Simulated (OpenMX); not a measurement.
**Ir in OpenMX: convergence with ElectronicTemperature**

Ir:

```
CELL_PARAMETERS angstrom
2.75138 0.00000 0.00000
-1.37569 2.38276 0.00000
0.00000 0.00000 4.46229
ATOMIC_POSITIONS crystal
Ir 0.33999 0.67448 0.24866
Ir 0.66843 0.33368 0.74939
```

This isn't the form of Ir at room conditions, which is fcc.

The cell isn't the ideal one: atoms moved at random, drawn with an rms of 0.02 Å.

| Item | Value |
| --- | --- |
| Program | OpenMX 3.8.5 |
| Task | convergence study |
| Functional | PBE |
| Potentials or basis | OpenMX 2013 PBE set, Ir7.0-s3p2d2, grid cutoff 400 Ry |
| k mesh | 9 × 9 × 5 |
| Occupations | fermi-dirac, width 0.25852 eV |
| Spin | no spin polarisation |

These are the settings of the first run; the series varies ElectronicTemperature, with any setting tied to it.

Hardware: 1 thread of Arm Neoverse V1, with other jobs on the host.

| ElectronicTemperature | energy less the tightest run, at zero smearing (meV/atom) | pressure (GPa) | largest force (eV/Å) | SCF cycles | CPU time (s) | peak memory (GiB) |
| --- | --- | --- | --- | --- | --- | --- |
| 3000 K | -3.11 | 10.81 | 0.144 | 15 | 110 | 0.65 |
| 2000 K | 0.21 | 9.44 | 0.144 | 15 | 110 | 0.65 |
| 1200 K | 0.37 | 8.66 | 0.145 | 15 | 110 | 0.65 |
| 800 K | 0.34 | 8.42 | 0.146 | 15 | 110 | 0.65 |
| 500 K | 0.23 | 8.31 | 0.148 | 15 | 110 | 0.65 |
| 300 K | 0.09 | 8.27 | 0.151 | 15 | 110 | 0.65 |
| 150 K | -0.02 | 8.25 | 0.161 | 15 | 110 | 0.65 |
| 75 K | 0.00 | 8.25 | 0.164 | 15 | 110 | 0.65 |

Against the tightest run, the energy stays within 1 meV/atom from 2000 K on; the pressure stays within 0.1 GPa from 500 K on; the largest force stays within 0.005 eV/Å from 150 K on. The tightest run that finished is the yardstick and may itself not be fully converged.

Caveat, for the tightest run too: the basis of atomic orbitals isn't converged, which shifts pressures, moduli and gaps. Spin-orbit coupling is left out, which matters for the levels of Ir.
